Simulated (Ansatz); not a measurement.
## MgSe: eigenvalues along the path

```
Mg Se
1.0
     0.00000    2.72550    2.72550
     2.72550    0.00000    2.72550
     2.72550    2.72550    0.00000
Mg Se
1 1
Direct
  0.00000 0.00000 0.00000
  0.50000 0.50000 0.50000
```

Atom numbers follow the list: Mg1, Se2.

The cell comes from COD entry 9008673, which wasn't checked; take it as a given geometry. It is an old determination, and later ones may differ.

These are results of DFT, PBE, all-electron LAPW, Dirac equation with spin-orbit coupling in Ansatz 0.2.0, not measurements.

Sampling and basis: a Γ-centred 8×8×8 k mesh, Fermi–Dirac smearing of 0.02 eV, basis error target 0.5 meV/atom, no spin polarisation.

Path points, in fractions of the reciprocal vectors: Γ (0.000, 0.000, 0.000), X (0.500, 0.000, 0.500), U (0.625, 0.250, 0.625), K (0.375, 0.375, 0.750), L (0.500, 0.500, 0.500), W (0.500, 0.250, 0.750). Levels in eV from the valence-band top, one of each degenerate spinor pair; bands 27 to 39, counted from the lowest band of the run. The gap is 1.68 eV, indirect from Γ to X (0.5, 0, 0.5).

```
# k(1/Å) point b27 b29 b31 b33 b35 b37 b39
0.000 Γ -13.08 -0.42 0.00 0.00 2.47 7.28 7.28
0.231 - -12.97 -1.05 -0.46 -0.24 3.46 6.58 7.73
0.461 - -12.65 -2.31 -1.01 -0.78 4.44 5.47 6.71
0.692 - -12.21 -3.40 -1.54 -1.32 3.22 4.57 8.27
0.922 - -11.81 -4.13 -1.90 -1.69 2.09 4.02 10.36
1.153 X -11.64 -4.40 -2.02 -1.82 1.68 3.83 11.55
1.234 - -11.64 -4.38 -2.09 -1.85 1.78 3.93 11.37
1.316 - -11.63 -4.32 -2.35 -1.84 2.03 4.23 10.72
1.397 - -11.63 -4.22 -2.72 -1.78 2.32 4.74 10.04
1.479 - -11.63 -4.09 -3.11 -1.69 2.62 5.40 9.40
1.560 U -11.64 -3.92 -3.46 -1.57 2.92 6.15 8.82
1.701 - -11.65 -3.91 -3.44 -1.71 3.39 6.53 8.02
1.843 - -11.66 -3.97 -3.21 -2.03 4.20 6.33 7.70
1.984 - -11.66 -3.97 -3.21 -2.03 4.20 6.33 7.70
2.125 - -11.65 -3.91 -3.44 -1.71 3.39 6.53 8.02
2.266 K -11.64 -3.92 -3.46 -1.57 2.92 6.15 8.82
2.511 - -11.79 -4.10 -3.18 -1.10 3.91 7.27 7.48
2.755 - -12.15 -3.83 -2.23 -0.61 5.05 6.37 6.86
3.000 - -12.60 -2.79 -1.22 -0.27 4.77 6.60 6.84
3.244 - -12.95 -1.27 -0.46 -0.10 3.47 6.83 7.51
3.489 Γ -13.08 -0.42 0.00 0.00 2.47 7.28 7.28
3.688 - -12.99 -1.05 -0.31 -0.07 3.19 7.02 7.46
3.888 - -12.75 -2.46 -0.50 -0.23 3.92 7.17 7.30
4.088 - -12.41 -3.79 -0.68 -0.41 3.94 6.62 6.62
4.287 - -12.09 -4.74 -0.81 -0.55 3.77 6.14 6.14
4.487 L -11.96 -5.09 -0.85 -0.59 3.70 5.98 5.98
4.650 - -11.93 -5.00 -1.17 -0.78 4.14 5.50 6.23
4.813 - -11.84 -4.75 -1.96 -1.11 4.84 4.94 7.07
4.976 - -11.73 -4.35 -2.74 -1.62 4.48 5.63 8.08
5.139 - -11.64 -3.85 -3.26 -2.25 4.40 6.32 7.72
5.302 W -11.60 -3.54 -3.38 -2.67 4.41 6.86 7.40
5.417 - -11.61 -3.79 -3.08 -2.61 3.98 6.34 7.39
5.532 - -11.62 -4.05 -2.71 -2.44 3.19 5.36 8.47
5.648 - -11.63 -4.24 -2.37 -2.17 2.44 4.56 9.72
5.763 - -11.64 -4.36 -2.12 -1.92 1.89 4.02 10.99
5.878 X -11.64 -4.40 -2.02 -1.82 1.68 3.83 11.55
```
